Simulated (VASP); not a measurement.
# Mg (P6_3/mmc) in VASP: further runs

One crystal, Mg, is run at these levels: PBE, revPBE, BLYP; tasks: single point, relaxation of cell and atoms.

All numbers are computed with VASP 6.6.1; they aren't measurements. Logs are shortened: lines on timing, memory, paths and dates and some standing lists are left out, and cuts for length are marked.

**1. The structure**

The structure is hexagonal, space group P6_3/mmc (No. 194). The conventional cell has a = 3.209 Å, b = 3.209 Å, c = 5.210 Å, α = 90.00°, β = 90.00°, γ = 120.00°. Around Mg (site symmetry -6m2) lie 12 Mg at 3.20 to 3.21 Å.

**2. Single point, PBE**

File INCAR:

```
SYSTEM = Mg
PREC = Accurate
ENCUT = 520
EDIFF = 1E-7
ISMEAR = 0
SIGMA = 0.011
LREAL = .FALSE.
LASPH = .TRUE.
NELM = 60
ALGO = Normal
ISIF = 2
LWAVE = .FALSE.
LCHARG = .FALSE.
GGA = PE
```

File KPOINTS:

```
Automatic mesh
0
G
  10 10 5
  0 0 0
```

File POSCAR:

```
Mg
1.0
    3.2093000000      0.0000000000      0.0000000000
   -1.6046500000      2.7793353284      0.0000000000
    0.0000000000      0.0000000000      5.2103000000
Mg
2
Direct
    0.6666666667      0.3333333333      0.7500000000
    0.3333333333      0.6666666667      0.2500000000
```

Potentials or basis: VASP PAW PBE potentials, release 64 (Mg).

Run with:

```bash
$ cat potpaw_PBE.64/Mg/POTCAR > POTCAR
$ mpirun -np 1 vasp_std > vasp.out
```

OUTCAR:

```text
SYSTEM = Mg
   PREC = Accurate
   ENCUT = 520
   EDIFF = 1E-7
   ISMEAR = 0
   LREAL = .FALSE.
   LASPH = .TRUE.
   NELM = 60
   ISIF = 2
   GGA = PE

 ion  position               nearest neighbor table
   1  0.667  0.333  0.750-   2 3.20   2 3.20   2 3.20   2 3.20   2 3.20   2 3.20
   2  0.333  0.667  0.250-   1 3.20   1 3.20   1 3.20   1 3.20   1 3.20   1 3.20

  LATTYP: Found a hexagonal cell.
 ALAT       =     3.2093000000
 C/A-ratio  =     1.6235004518

  Lattice vectors:

 A1 = (   3.2093000000,   0.0000000000,   0.0000000000)
 A2 = (  -1.6046500000,   2.7793353284,   0.0000000000)
 A3 = (   0.0000000000,   0.0000000000,   5.2103000000)

Analysis of symmetry for initial positions (statically):
=====================================================================
 Subroutine PRICEL returns:
 Original cell was already a primitive cell.

 Routine SETGRP: Setting up the symmetry group for a
 hexagonal supercell.

 Subroutine GETGRP returns: Found 24 space group operations
 (whereof 12 operations were pure point group operations)
 out of a pool of 24 trial point group operations.

The static configuration has the point symmetry D_3d.
 The point group associated with its full space group is D_6h.

Analysis of symmetry for dynamics (positions and initial velocities):
=====================================================================
 Subroutine PRICEL returns:
 Original cell was already a primitive cell.

 Routine SETGRP: Setting up the symmetry group for a
 hexagonal supercell.

 Subroutine GETGRP returns: Found 24 space group operations
 (whereof 12 operations were pure point group operations)
 out of a pool of 24 trial point group operations.

The dynamic configuration has the point symmetry D_3d.
 The point group associated with its full space group is D_6h.

 Subroutine INISYM returns: Found 24 space group operations
 (whereof 12 operations are pure point group operations),
 and found     1 'primitive' translations

----------------------------------------------------------------------------------------

                                     Primitive cell

  volume of cell :      46.4744

  direct lattice vectors                    reciprocal lattice vectors
     3.209300000  0.000000000  0.000000000     0.311594429  0.179899127  0.000000000
    -1.604650000  2.779335328  0.000000000     0.000000000  0.359798255  0.000000000
     0.000000000  0.000000000  5.210300000     0.000000000  0.000000000  0.191927528

  length of vectors
     3.209300000  3.209300000  5.210300000     0.359798255  0.359798255  0.191927528

  position of ions in fractional coordinates (direct lattice)
     0.666666667  0.333333333  0.750000000
     0.333333333  0.666666667  0.250000000

  ion indices of the primitive-cell ions
   primitive index   ion index
                 1           1
                 2           2

----------------------------------------------------------------------------------------

 KPOINTS: Automatic mesh

Automatic generation of k-mesh.
 Grid dimensions read from file:
 generate k-points for:   10   10    5

 Generating k-lattice:

  Cartesian coordinates                     Fractional coordinates (reciprocal lattice)
     0.031159443  0.017989913  0.000000000     0.100000000 -0.000000000  0.000000000
     0.000000000  0.035979825  0.000000000     0.000000000  0.100000000  0.000000000
     0.000000000  0.000000000  0.038385506     0.000000000  0.000000000  0.200000000

  Length of vectors
     0.035979825  0.035979825  0.038385506

  Shift w.r.t. Gamma in fractional coordinates (k-lattice)
     0.000000000  0.000000000  0.000000000

 Subroutine IBZKPT returns following result:
 ===========================================

 Found     42 irreducible k-points:

 Following reciprocal coordinates:
            Coordinates               Weight
  0.000000  0.000000  0.000000      1.000000
  0.100000  0.000000  0.000000      6.000000
  0.200000  0.000000  0.000000      6.000000
  0.300000  0.000000  0.000000      6.000000
  0.400000  0.000000  0.000000      6.000000
  0.500000  0.000000  0.000000      3.000000
[... 16 lines left out ...]
  0.300000  0.100000  0.200000     24.000000
  0.400000  0.100000  0.200000     24.000000
 [... further k-points ...]
   k-points           NKPTS =     42   k-points in BZ     NKDIM =     42   number of bands    NBANDS=      6
   number of dos      NEDOS =    301   number of ions     NIONS =      2
   total plane-waves  NPLWV =  23040
   dimension x,y,z NGX =    24 NGY =   24 NGZ =   40
   dimension x,y,z NGXF=    48 NGYF=   48 NGZF=   80
   ions per type =               2
   NGX,Y,Z   is equivalent  to a cutoff of  12.43, 12.43, 12.76 a.u.
   NGXF,Y,Z  is equivalent  to a cutoff of  24.86, 24.86, 25.53 a.u.
 SYSTEM =  Mg
   PREC   = accura    normal or accurate (medium, high low for compatibility)
   ISTART =      0    job   : 0-new  1-cont  2-samecut
   ICHARG =      2    charge: 1-file 2-atom 10-const
   ISPIN  =      1    spin polarized calculation?
   LNONCOLLINEAR =      F non collinear calculations
   LSORBIT =      F    spin-orbit coupling
   LASPH  =      T    aspherical Exc in radial PAW
   ENCUT  =  520.0 eV  38.22 Ry    6.18 a.u.   5.97  5.97  9.69*2*pi/ulx,y,z
   NELM   =     60;   NELMIN=  2; NELMDL= -5     # of ELM steps
   EDIFF  = 0.1E-06   stopping-criterion for ELM
   LREAL  =      F    real-space projection
   EDIFFG = 0.1E-05   stopping-criterion for IOM
   NSW    =      0    number of steps for IOM
   IBRION =     -1    ionic relax: 0-MD 1-quasi-New 2-CG
   NFREE  =      0    steps in history (QN), initial steepest desc. (CG)
   ISIF   =      2    stress and relaxation
   ISYM   =      2    0-nonsym 1-usesym 2-fastsym
   POTIM  = 0.5000    time-step for ionic-motion
   TEBEG  =    0.0;   TEEND  =   0.0 temperature during run
   PSTRESS=    0.0 pullay stress
   NELECT =       4.0000    total number of electrons
   NUPDOWN=      -1.0000    fix difference up-down
   EMIN   =  10.00;   EMAX   =-10.00  energy-range for DOS
   EFERMI =   0.00;   METHOD = LEGACY
   ISMEAR =     0;   SIGMA  =   0.01  broadening in eV -4-tet -1-fermi 0-gaus
   EFERMI_NEDOS =   21; number of points for ismear=-14 and -15
   IALGO  =     38    algorithm
   IMIX   =      4    mixing-type and parameters
     AMIX     =   0.40;   BMIX     =  1.00
     AMIX_MAG =   1.60;   BMIX_MAG =  1.00
  volume/ion in A,a.u.               =      23.24       156.81
  Fermi-wavevector in a.u.,A,eV,Ry     =   0.722809  1.365911  7.108401  0.522453
  Thomas-Fermi vector in A             =   1.812866
   LORBIT       =      0    0 simple, 1 ext, 2 COOP (PROOUT), +10 PAW based schemes
   GGA     = PE    functional components
   LHFCALC =     F    Hartree Fock is set to
   AEXX    =    0.0000 exact exchange contribution
   IVDW    =     0    specifies the selected vdW correction
   LEPSILON=     F    determine dielectric tensor
   LRPA    =     F    only Hartree local field effects (RPA)
 non-spin polarized calculation
 Gauss-broadening in eV      SIGMA  =   0.01
  energy-cutoff  :      520.00
  volume of cell :       46.47
 maximum number of plane-waves:      1277
 NGX is ok and might be reduce to    24
   NGX = 11   NGY = 11   NGZ = 19

 number of electron       4.0000000 magnetization

 Free energy of the ion-electron system (eV)
  ---------------------------------------------------
  ext. energy  EPLUGINS =         0.00000000
  ---------------------------------------------------
  free energy    TOTEN  =        -2.99893653 eV

  energy without entropy =       -2.99863448  energy(sigma->0) =       -2.99878551

 E-fermi :   2.5557     XC(G=0):  -8.4539

 val. band max:        2.5504898601   @ k =   0.4000   0.1000   0.4000
 cond. band min:       2.6092755135   @ k =   0.2000   0.1000   0.0000
 fundamental gap:      0.0587856533
 Fermi energy:         2.5556824031

 k-point     1 :       0.0000    0.0000    0.0000
  band No.  band energies     occupation
      1      -4.3093      2.00000
      2       0.9089      2.00000
      3       1.3256      2.00000
      4      13.4381      0.00000
      5      13.4498      0.00000
      6      13.5279      0.00000

 k-point     2 :       0.1000    0.0000    0.0000
  band No.  band energies     occupation
      1      -4.1141      2.00000
      2       1.0876      2.00000
      3       1.5154      2.00000
      4      10.6586      0.00000
      5      12.0071      0.00000
      6      12.8095      0.00000

 k-point     3 :       0.2000    0.0000    0.0000
  band No.  band energies     occupation
      1      -3.5309      2.00000
      2       1.6240      2.00000
      3       2.0738      2.00000
      4       7.7056      0.00000
      5      10.8578      0.00000
      6      11.3324      0.00000

 k-point     4 :       0.3000    0.0000    0.0000
  band No.  band energies     occupation
      1      -2.5667      2.00000
      2       2.5190      2.00000
      3       2.9218      0.00000
      4       5.1007      0.00000
      5       9.6782      0.00000
      6       9.7319      0.00000

 k-point     5 :       0.4000    0.0000    0.0000
  band No.  band energies     occupation
      1      -1.2333      2.00000
      2       2.3994      2.00000
      3       3.7721      0.00000
      4       4.5198      0.00000
      5       7.3955      0.00000
      6       7.8251      0.00000
[... 136 lines left out ...]
 k-point    21 :       0.1000    0.1000    0.2000
  band No.  band energies     occupation
      1      -3.5040      2.00000
      2      -0.2524      2.00000
      3       3.9648      0.00000
      4       9.3065      0.00000
      5       9.6101      0.00000
      6      12.1958      0.00000

 k-point    22 :       0.2000    0.1000    0.2000
  band No.  band energies     occupation
      1      -2.7321      2.00000
      2       0.4904      2.00000
      3       4.6182      0.00000
      4       6.6848      0.00000
      5       8.3436      0.00000
      6       9.7967      0.00000

 k-point    23 :       0.3000    0.1000    0.2000
  band No.  band energies     occupation
      1      -1.5859      2.00000
      2       1.5767      2.00000
      3       3.9866      0.00000
      4       5.8305      0.00000
      5       6.9167      0.00000
      6       8.0912      0.00000

 k-point    24 :       0.4000    0.1000    0.2000
  band No.  band energies     occupation
      1      -0.0818      2.00000
      2       1.7185      2.00000
      3       3.1685      0.00000
      4       4.9000      0.00000
      5       6.8410      0.00000
      6       7.8182      0.00000

 [... further k-points ...]
[... 5 lines left out ...]
  --------------------------------------------------------------------------------------
  -------------------------------------------------------------------------------------
  Total       -0.2453023     -0.2453023     -0.0165199      0.0000000      0.0000000      0.0000000
  in kB       -8.4566477     -8.4566477     -0.5695124      0.0000000      0.0000000      0.0000000
  external PRESSURE =      -5.8276026 kB  Pullay stress =       0.0000000 kB

 VOLUME and BASIS-vectors are now :
 -----------------------------------------------------------------------------
  energy-cutoff  :      520.00
  volume of cell :       46.47
      direct lattice vectors                 reciprocal lattice vectors
     3.209300000  0.000000000  0.000000000     0.311594429  0.179899127  0.000000000
    -1.604650000  2.779335328  0.000000000     0.000000000  0.359798255  0.000000000
     0.000000000  0.000000000  5.210300000     0.000000000  0.000000000  0.191927528

 POSITION                                       TOTAL-FORCE (eV/Angst)
 -----------------------------------------------------------------------------------
      1.60465      0.92645      3.90773        -0.000000      0.000000      0.000000
     -0.00000      1.85289      1.30258         0.000000     -0.000000      0.000000
 -----------------------------------------------------------------------------------
    total drift:                                0.000000     -0.000000      0.000000

  FREE ENERGIE OF THE ION-ELECTRON SYSTEM (eV)
  ---------------------------------------------------
  free  energy   TOTEN  =        -2.9989365333 eV

  energy  without entropy=       -2.9986344801  energy(sigma->0) =       -2.99878551
```

It took 7.3 s on 1 thread of Intel Xeon Platinum 8259CL at 2.50GHz (Skylake/Cascade Lake), shared host; peak memory 0.16 GiB.

Results:

- Free energy: -2.9989 eV
- Pressure: -0.6 GPa
- Band gap on the k mesh: none (metal or under the smearing width)

**3. Relaxation of cell and atoms, revPBE**

File INCAR:

```
ALGO = Fast
EDIFF = 1E-7
EDIFFG = -0.01
ENCUT = 600
GGA = RE
IBRION = 2
ISIF = 3
ISMEAR = -1
LASPH = T
LCHARG = F
LREAL = F
LWAVE = F
NELM = 80
NSW = 60
PREC = Accurate
SIGMA = 0.05
```

File KPOINTS:

```
k-points
0
Gamma
  10 10 5
```

POSCAR is that of step 2.

Potentials or basis: VASP PAW PBE potentials, release 64 (Mg).

Run with:

```bash
$ cat potpaw_PBE.64/Mg/POTCAR > POTCAR
$ mpirun -np 1 vasp_std > vasp.out
```

Run time: 52 s. Hardware: 1 thread of Intel Xeon Platinum 8259CL at 2.50GHz (Skylake/Cascade Lake), shared host; peak memory 0.18 GiB.

Results (log left out):

```yaml
Free_energy: -2.7209 eV
Relaxed_volume: 23.52 Å³/atom
Relaxed_cell: a = 3.191 Å, b = 3.191 Å, c = 5.335 Å, α = 90.00°, β = 90.00°, γ = 120.00°
Space_group_after_relaxing_to_0.05_Å: P6_3/mmc (No. 194)
Energy_gained_by_relaxing: 2.6 meV/atom
Ionic_steps: 7
Pressure_after_relaxing: 0.0 GPa
Band_gap_on_the_k_mesh: none (metal or under the smearing width)
```

Step by step:
```csv
step,energy change (eV),largest force (eV/Å),pressure (GPa),volume (Å³)
1,0.0000,0.0000,0.37,46.47
2,-0.0022,0.0000,0.11,46.84
3,-0.0035,0.0000,-0.64,47.92
4,-0.0042,0.0000,-0.33,47.46
5,-0.0052,0.0000,-0.15,47.23
6,-0.0052,0.0000,-0.16,47.24
7,-0.0053,0.0000,-0.01,47.04
```

Final structure:
```cif
data_structure
_symmetry_space_group_name_H-M 'P 1'
_symmetry_Int_Tables_number 1
_cell_length_a 3.1907
_cell_length_b 3.1907
_cell_length_c 5.3349
_cell_angle_alpha 90.000
_cell_angle_beta 90.000
_cell_angle_gamma 120.000
_cell_volume 47.04
loop_
_atom_site_label
_atom_site_type_symbol
_atom_site_fract_x
_atom_site_fract_y
_atom_site_fract_z
_atom_site_occupancy
Mg1 Mg 0.66667 0.33333 0.75000 1
Mg2 Mg 0.33333 0.66667 0.25000 1
```

Levels at points of the mesh, in eV from the Fermi level:
| k point | band 1 | band 2 | band 3 | band 4 | band 5 | band 6 |
| --- | --- | --- | --- | --- | --- | --- |
| (0.00, 0.00, 0.00) | -6.87 | -1.86 | -1.53 | 11.07 | 11.07 | 11.24 |
| (0.50, 0.00, 0.00) | -2.09 | -2.04 | 2.54 | 2.88 | 2.99 | 3.47 |

Caveat: the PAW data sets were made with another functional, which shifts forces and pressure a little. revPBE gives volumes clearly too large for solids.

**4. Relaxation of cell and atoms, BLYP**

File INCAR:

```
PREC = Accurate
ENCUT = 600
EDIFF = 1E-7
ISMEAR = -1
SIGMA = 0.05
LREAL = F
LASPH = T
NELM = 100
ALGO = Normal
ISIF = 3
LWAVE = F
LCHARG = F
GGA = B5
ALDAX = 1.0
AGGAX = 1.0
AGGAC = 1.0
ALDAC = 0.0
IBRION = 2
NSW = 60
EDIFFG = -0.01
```

File KPOINTS:

```
regular mesh
0
Gamma
  10 10 5
```

POSCAR is that of step 3.

Run with:

```bash
$ cat potpaw_PBE.64/Mg/POTCAR > POTCAR
$ mpirun -np 1 vasp_std > vasp.out
```

It took 1.8 min on 1 thread of Intel Xeon Platinum 8259CL at 2.50GHz (Skylake/Cascade Lake), shared host; peak memory 0.18 GiB.

It converged, with:

| Property | Result |
| --- | --- |
| Free energy | -1.4945 eV |
| Relaxed volume | 23.54 Å³/atom |
| Relaxed cell | a = 3.179 Å, b = 3.179 Å, c = 5.380 Å, α = 90.00°, β = 90.00°, γ = 120.00° |
| Space group after relaxing (to 0.05 Å) | P6_3/mmc (No. 194) |
| Energy gained by relaxing | 3.6 meV/atom |
| Ionic steps | 8 |
| Pressure after relaxing | 0.0 GPa |
| Band gap on the k mesh | none (metal or under the smearing width) |

Step by step:
| step | energy change (eV) | largest force (eV/Å) | pressure (GPa) | volume (Å³) |
| --- | --- | --- | --- | --- |
| 1 | 0.0000 | 0.0000 | 0.36 | 46.47 |
| 2 | -0.0032 | 0.0000 | 0.12 | 46.83 |
| 3 | -0.0058 | 0.0000 | -0.53 | 47.87 |
| 4 | -0.0060 | 0.0000 | -0.40 | 47.63 |
| 5 | -0.0071 | 0.0000 | -0.12 | 47.24 |
| 6 | -0.0071 | 0.0000 | -0.08 | 47.18 |
| 7 | -0.0071 | 0.0000 | -0.09 | 47.19 |
| 8 | -0.0071 | 0.0000 | -0.03 | 47.09 |

Final structure:
```xyz
2
Lattice="3.1791 0.0000 0.0000 -1.5895 2.7532 0.0000 0.0000 0.0000 5.3798" Properties=species:S:1:pos:R:3 pbc="T T T"
Mg    1.5895    0.9177    4.0349
Mg    0.0000    1.8354    1.3450
```

Levels at points of the mesh, in eV from the Fermi level:
| k point | band 1 | band 2 | band 3 | band 4 | band 5 | band 6 |
| --- | --- | --- | --- | --- | --- | --- |
| (0.00, 0.00, 0.00) | -6.87 | -1.80 | -1.76 | 11.16 | 11.16 | 11.22 |
| (0.50, 0.00, 0.00) | -2.06 | -1.99 | 2.55 | 2.83 | 3.03 | 3.28 |

Caveat: the PAW data sets were made with another functional, which shifts forces and pressure a little. BLYP gives volumes clearly too large for solids.

**5. Overview**

| task | level | cell | cutoff (eV) | smearing | gap on the mesh (eV) | pressure (GPa) | relaxed volume (Å³/atom) |
| --- | --- | --- | --- | --- | --- | --- | --- |
| single point | PBE | as given | 520 | gaussian 0.011 eV | none | -0.6 | - |
| relaxation of cell and atoms | revPBE | relaxed | 600 | fermi-dirac 0.05 eV | none | 0.0 | 23.52 |
| relaxation of cell and atoms | BLYP | relaxed | 600 | fermi-dirac 0.05 eV | none | 0.0 | 23.54 |

Alike in all rows: potentials or basis VASP PAW PBE potentials, release 64 (Mg); no spin polarisation; k mesh 10 × 10 × 5.

Caveats: the PAW data sets were made with another functional, which shifts forces and pressure a little (some runs).

Total energies depend on the potentials used, so only differences within one code and one set of settings carry meaning.
